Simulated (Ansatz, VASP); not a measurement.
## Si23BHO48 (B-H pair in alpha-quartz) in two plane-wave programs

Aim: how closely do two programs agree when they are given the same cell, functional and k mesh? The cell is taken from a series of runs on this material, whose earlier steps may have relaxed, scaled, displaced or heated it; both programs get it as it stands.

Calculated with Ansatz 0.2.0; plane waves, with VASP 6.6.1 beside it; single point at HSE06.

### 1. The starting structure

The cell holds 73 atoms: 23 Si, 48 O, 1 B and 1 H. Its edges and angles: a = 10.037 Å, b = 10.037 Å, c = 11.018 Å, α = 90.0°, β = 90.0°, γ = 120.0°. It derives from SiO2 (SiO2 (P3_221)). Nearest the centre at fractional (0.246, 0.226, 0.471): B72 at 1.05 Å, O24 at 1.41 Å, O29 at 1.74 Å, O32 at 1.75 Å, O33 at 1.78 Å, H73 at 1.80 Å, Si1 at 2.82 Å, Si6 at 3.06 Å.

### 2. VASP: single point, HSE06

With cell and atoms fixed, the geometry can't cause a difference; cores, projectors, grids and the points listed under the comparison can.

Lines of VASP's logs that name or quote its potential files are left out, and so is its time.

The run reads the wave functions of an earlier VASP run, which isn't shown here.

INCAR reads:

```
SYSTEM = Si23BHO48
PREC = Accurate
ENCUT = 520
EDIFF = 1E-06
NELM = 100
ISMEAR = -1
SIGMA = 0.01
LREAL = Auto
ALGO = Normal
LHFCALC = .TRUE.
AEXX = 0.25
GGA = PE
HFSCREEN = 0.208
LASPH = .TRUE.
NBANDS = 243
PRECFOCK = Fast
LORBIT = 11
LWAVE = .FALSE.
LCHARG = .FALSE.
ISIF = 2
```

POSCAR reads:

```
Si23BHO48
1.0
   10.0366768470      0.0000000000      0.0000000000
   -5.0183384235      8.6920171190      0.0000000000
    0.0000000000      0.0000000000     11.0179479838
Si O B H
23 48 1 1
Direct
    0.2337328195      0.9865251684      0.3297938944
    0.0017008148      0.2474781953      0.1690312020
    0.2587951523      0.2618617659      0.9990803020
    0.2420263583      0.0026837999      0.8349415575
    0.0098181536      0.2560957926      0.6687038234
    0.2461855142      0.4964374015      0.3429331929
    0.9935947834      0.7261211858      0.1589717682
    0.2653459614      0.7658832644      0.9998303501
    0.2567835534      0.5109178036      0.8305023553
    0.0042446679      0.7398146139      0.6700191497
    0.2632490784      0.7595449254      0.5033212326
    0.7475470286      0.9998785386      0.3352887999
    0.4955562089      0.2377456120      0.1677634348
    0.7592405033      0.2621124031      0.0027471791
    0.7554358592      0.0087386395      0.8334553631
    0.4888587185      0.2465160306      0.6624806458
    0.7541155699      0.2571429387      0.5018961044
    0.7415984160      0.4939999005      0.3292845454
    0.4985892571      0.7387659613      0.1727461367
    0.7556913739      0.7580685876      0.9991101131
    0.7377124106      0.4996712655      0.8318822059
    0.5132883151      0.7493302716      0.6635639507
    0.7712421167      0.7610437828      0.4959955803
    0.1799244483      0.0994774771      0.3905289830
    0.3726355762      0.0826112185      0.2363812352
    0.4105956548      0.2901458414      0.0706434219
    0.1202915850      0.2157431453      0.0937156975
    0.0912879101      0.3740715566      0.2732616451
    0.3004330376      0.4173439176      0.4436626008
    0.2065435862      0.1238555234      0.9025378211
    0.3721117800      0.0893916833      0.7325292524
    0.4002991154      0.3028587085      0.5724724300
    0.1386416832      0.2377425083      0.5948289314
    0.0972552294      0.3965661182      0.7631094355
    0.2984512204      0.4180382922      0.9283433813
    0.2122236058      0.6204106555      0.4081491904
    0.3804460666      0.5821923964      0.2423414224
    0.4090821107      0.7960130209      0.0840082484
    0.1121554391      0.6969468375      0.0816504869
    0.0854213245      0.8529027428      0.2615066530
    0.2911152414      0.9113668022      0.4320213053
    0.2356201707      0.6412530879      0.8966253966
    0.3953177433      0.5924641392      0.7332962905
    0.4212693323      0.7972454985      0.5699056249
    0.1294775344      0.7090709421      0.6039914363
    0.0860902427      0.8727889876      0.7711396506
    0.3002104437      0.9244022809      0.9347807153
    0.7115731924      0.1153449809      0.4107592655
    0.8764471694      0.0893276788      0.2330300066
    0.9142265945      0.3030769712      0.0765150720
    0.6182263464      0.2058926013      0.0975458656
    0.5810126457      0.3722712003      0.2672669048
    0.7959704406      0.4098695909      0.4253474726
    0.7194628868      0.1278905663      0.9042834138
    0.8994021480      0.0991027362      0.7419475728
    0.9037183529      0.2920566441      0.5802043326
    0.6075093384      0.2137628238      0.5870759717
    0.5829213072      0.3792830988      0.7620797267
    0.7858972952      0.4138436712      0.9316805628
    0.7218636453      0.6251501175      0.3980522399
    0.8699095212      0.5688003991      0.2239678171
    0.9073919584      0.7868080858      0.0708043635
    0.6158779867      0.7083551169      0.0937083581
    0.5910704676      0.8709468350      0.2728967950
    0.8152403137      0.9201001404      0.4260005635
    0.7062300936      0.6238160224      0.8993854340
    0.8758784696      0.5842663831      0.7347446213
    0.9239176445      0.7932077724      0.5685157079
    0.6323729344      0.7162449374      0.5896577003
    0.6046077392      0.8890913088      0.7579528286
    0.7964746009      0.9162686174      0.9318858235
    0.2772413678      0.3149397684      0.5342358509
    0.0820307741      0.0535008544      0.4140670047
```

KPOINTS reads:

```
Automatic mesh
0
Gamma
1 1 1
0 0 0
```

Potentials, in the order of the species: Si, O, B and H (PBE family, release 64).

The run is started by

```
> export OMP_NUM_THREADS=3
> mpirun -np 1 vasp_gam
```

Numbers of over 12 decimals in the logs are rounded to 6 here.

The log of the run:

```text
[banner, memory and clock lines left out]
running    1 mpi-ranks, on    1 nodes
[...]
Offloading initialized ...    1 GPUs detected
[...]
LDA part: xc-table for (Slater+PW92), standard interpolation
 found WAVECAR, reading the header
 POSCAR, INCAR and KPOINTS ok, starting setup
[...]
reading WAVECAR
 the WAVECAR file was read successfully
 initial charge from wavefunction
 entering main loop
       N       E                     dE             d eps       ncg     rms          rms(c)
DAV:   1    -0.703174850884E+03   -0.70317E+03   -0.11352E+01   556   0.860E+00    0.156E+01
DAV:   2    -0.703259893098E+03   -0.85042E-01   -0.42676E-01   572   0.135E+00    0.113E+01
DAV:   3    -0.703222662907E+03    0.37230E-01   -0.40188E-02   572   0.397E-01    0.677E+00
DAV:   4    -0.703214659566E+03    0.80033E-02   -0.13062E-02   564   0.207E-01    0.387E+00
[...]
DAV:   9    -0.703211124342E+03    0.17287E-04   -0.14142E-05   564   0.105E-02    0.227E-01
DAV:  10    -0.703211121619E+03    0.27226E-05   -0.47146E-06   524   0.627E-03    0.129E-01
DAV:  11    -0.703211122228E+03   -0.60863E-06   -0.16325E-06   348   0.411E-03
   1 F= -.70321112E+03 E0= -.70321112E+03  d E =-.195441E-13
```

Parts of OUTCAR (step 2):

```text
  Total       -5.2323361     -2.8993379     -5.7689583      0.4427252      1.7926860     -1.9099921
  in kB       -8.7215763     -4.8327928     -9.6160508      0.7379614      2.9881581     -3.1836911
  external PRESSURE =      -7.7234733 kB  Pullay stress =       0.0000000 kB

 POSITION                                       TOTAL-FORCE (eV/Angst)
 -----------------------------------------------------------------------------------
     -2.60482      8.57489      3.63365         0.103592      0.046530     -0.035580
     -1.22486      2.15108      1.86238        -0.008530     -0.017455      0.005589
      1.28333      2.27611     11.00781        -0.002559      0.012323     -0.004563
      2.41567      0.02333      9.19934        -0.013669     -0.004084     -0.002473
     -1.18663      2.22599      7.36774        -0.011189     -0.026658     -0.015875
     -0.02041      4.31504      3.77842         0.002189     -0.005820     -0.010848
      6.32847      6.31146      1.75154        -0.005654     -0.029004     -0.020131
     -1.18027      6.65707     11.01608         0.018381      0.008636     -0.006851
      0.01330      4.44091      9.15043        -0.006382      0.009341      0.004221
     -3.67004      6.43048      7.38224        -0.012057     -0.009901     -0.005260
     -1.16951      6.60198      5.54557         0.015722     -0.004600      0.023027
      2.48516      8.69096      3.69419         0.031654     -0.025387      0.045504
      3.78065      2.06649      1.84841         0.008640      0.002343     -0.006587
      6.30488      2.27829      0.03027         0.006347      0.007505     -0.003982
[...]
-----------------------------------------------------------------------------------
    total drift:                               -0.005116     -0.008431      0.002738

  FREE ENERGIE OF THE ION-ELECTRON SYSTEM (eV)
  ---------------------------------------------------
  free  energy   TOTEN  =      -703.2111222279 eV

  energy  without entropy=     -703.2111222279  energy(sigma->0) =     -703.21112223

[... 3 further parts left out ...]
[key lines of the parts left out:]
E-fermi :  -0.3253
```

The run ends at a pressure of -0.77 GPa, with forces up to 5.2 eV/Å.

(Continued in part 2 of 2.)

[Lines on the potential files, build, host, timing and source positions are cut from VASP's logs without a mark.]

[Logs are printed without paths, hosts, clocks, repeated set-up lines and the standing remarks that a program may print on its own settings, such as how far it seeks lower states.]

[Hosts, paths, dates, database ids (printed as entryN), source tags and the programs' standing remarks are cut or masked in the printed files.]
